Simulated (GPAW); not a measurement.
The system is BaTiO3.

```
CELL_PARAMETERS angstrom
3.99980 0.00000 0.00000
0.00000 3.99980 0.00000
0.00000 0.00000 4.01800
ATOMIC_POSITIONS crystal
Ba 0.00000 0.00000 0.00000
Ti 0.50000 0.50000 0.49000
O 0.00000 0.50000 0.51700
O 0.50000 0.00000 0.51700
O 0.50000 0.50000 0.01900
```

Base run:

* Program: GPAW 26.7.0
* Functional: PBEsol
* Potentials or basis: PAW data sets generated in the run's folder for this functional
* Cutoff: 800 eV
* Basis: pw
* k mesh: 5 × 5 × 5
* Occupations: fermi-dirac, width 0.05 eV
* Spin: no spin polarisation
* Hubbard terms: Ti d U = 1 eV

Its results: band gap on the k mesh 2.05 eV, indirect (least direct gap 2.18 eV); pressure -1.9 GPa; largest force 0.185 eV/Å.

Question: The run is repeated on the same cell with these changes: hubbard terms from Ti d U = 1 eV to none. What comes out?

Answer: Band gap on the k mesh 1.92 eV, indirect (least direct gap 2.04 eV); pressure -2.4 GPa; largest force 0.291 eV/Å.

The U term pushes filled and empty states of the shell apart.

Caveats: spin-orbit coupling is left out, which moves the levels of the heavy elements; the mesh misses the band edges, which the band path finds closer together.
